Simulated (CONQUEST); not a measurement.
The system is Mo.

```
CELL_PARAMETERS angstrom
3.16762 0.00000 0.00000
0.00000 3.16762 0.00000
0.00000 0.00000 3.16762
ATOMIC_POSITIONS crystal
Mo 0.00000 0.00000 0.00000
Mo 0.50000 0.50000 0.50000
```

* Program: CONQUEST 1.3
* Task: single point
* Functional: PBE
* Potentials or basis: PseudoDojo NC PBE, DZP, grid cutoff 120 Ha
* k mesh: 8 × 8 × 8
* Occupations: fermi-dirac, width 0.05 eV
* Spin: no spin polarisation

On this cell: pressure 0.5 GPa; largest force zero by symmetry; band gap on the k mesh none (metal or under the smearing width).

The same run follows on a disturbed copy (atoms of the box moved at random, drawn with an rms of 0.05 Å):

```
Mo
1.0
     3.16762    0.00000    0.00000
     0.00000    3.16762    0.00000
     0.00000    0.00000    3.16762
Mo
2
Cartesian
  -0.0124 0.0362 -0.0075
  1.5919 1.6021 1.5829
```

Problem. What does the disturbed cell give?

Solution. The energy (extrapolated to zero smearing) moves by +0.6 meV/atom; pressure 0.9 GPa; largest force 0.178 eV/Å; band gap on the k mesh none (metal or under the smearing width).

Forces on the atoms (eV/Å):
```
Mo   0.119 -0.099  0.038
Mo  -0.118  0.128 -0.038
```

Stress tensor (GPa, compression positive):
```
 0.83  0.00  0.03
 0.00  1.21 -0.09
 0.03 -0.09  0.75
```

The forces don't sum to zero, so they hold noise of the program's grid.

Caveats: the basis of atomic orbitals isn't converged, which shifts pressures, moduli and gaps; the box holds several primitive cells, so bands are folded and the points are those of the box's own zone (some runs).
